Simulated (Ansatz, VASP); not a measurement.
Os: VASP beside Ansatz

The input POSCAR:

```
Os
1.0
   -1.5309459034      1.5309459034      1.5309459034
    1.5309459034     -1.5309459034      1.5309459034
    1.5309459034      1.5309459034     -1.5309459034
Os
1
Direct
    0.0000000000      0.0000000000      0.0000000000
```

The input INCAR.step1:

```
SYSTEM = Os
ALGO     = Normal         ! electronic algorithm
EDIFF    = 1E-4           ! SCF threshold, eV
ENCUT    = 520            ! plane-wave cutoff, eV
GGA      = PE             ! functional
ISMEAR   = 0              ! smearing method
LASPH    = .True.         ! aspherical terms in the spheres
LCHARG   = .False.        ! write CHGCAR
LREAL    = .False.        ! projectors in reciprocal space
LWAVE    = .True.         ! write WAVECAR
NBANDS   = 10             ! bands
NELM     = 100            ! most SCF steps
PREC     = Accurate       ! precision mode
SIGMA    = 0.1            ! smearing width, eV
```

INCAR.step2

```
SYSTEM = Os
ALGO     = Normal         ! electronic algorithm
EDIFF    = 1E-6           ! SCF threshold, eV
ENCUT    = 520            ! plane-wave cutoff, eV
ISIF     = 2              ! what is computed and relaxed
ISMEAR   = 0              ! smearing method
ISTART   = 1            
LASPH    = .True.         ! aspherical terms in the spheres
LCHARG   = .False.        ! write CHGCAR
LMIXTAU  = .True.       
LREAL    = .False.        ! projectors in reciprocal space
LWAVE    = .False.        ! write WAVECAR
METAGGA  = R2SCAN         ! meta-GGA
NBANDS   = 10             ! bands
NELM     = 100            ! most SCF steps
PREC     = Accurate       ! precision mode
SIGMA    = 0.1            ! smearing width, eV
```

KPOINTS

```
k-points
0
Gamma
  20 20 20
  0 0 0
```

Input for Ansatz:

```yaml
crystal:
  lattice:
    - [-1.5309459034, 1.5309459034, 1.5309459034]
    - [1.5309459034, -1.5309459034, 1.5309459034]
    - [1.5309459034, 1.5309459034, -1.5309459034]
  atoms:
    - { symbol: Os, position: [0.0, 0.0, 0.0] }
basis:
  ecutwfc: 500
kpoints:
  mp_grid: { grid: [20, 20, 20] }
hamiltonian:
  xc: r2scan
  pseudopotentials: { kind: paw, azcp: { folder: soft_1 } }
scf:
  occupations: { method: gaussian, width: 0.1 }
output:
  forces: true
  stress: true
  eigenvalues: true
```

Alike in both runs: task single point; functional r2SCAN; k mesh 20 × 20 × 20; occupations gaussian, width 0.1 eV; no spin polarisation.

|  | VASP | Ansatz |
| --- | --- | --- |
| version | VASP 6.6.1 | Ansatz 0.2.0 |
| potentials or method | VASP PAW PBE potentials, release 64 (Os) | scalar-relativistic, plane waves, PAW |
| plane-wave cutoff (eV) | 520 | 500 |
| valence electrons in the cell | 8 | 16 |

VASP gave:

- gap on the k mesh at the Fermi level (eV): none
- pressure (GPa): 4.6

Question: What did Ansatz give for the same quantities?

Answer: gap on the k mesh at the Fermi level (eV): none; pressure (GPa): 3.6.

A gap of «none» marks a metal or a gap that the smearing closes. With one functional, cell and mesh, what is left measures potentials, basis and numerics. The two sets of potentials don't hold the same shells in valence.

Caveats: the PAW data sets were made with another functional, which shifts forces and pressure a little (VASP). Spin-orbit coupling is left out, which matters for the levels of Os.
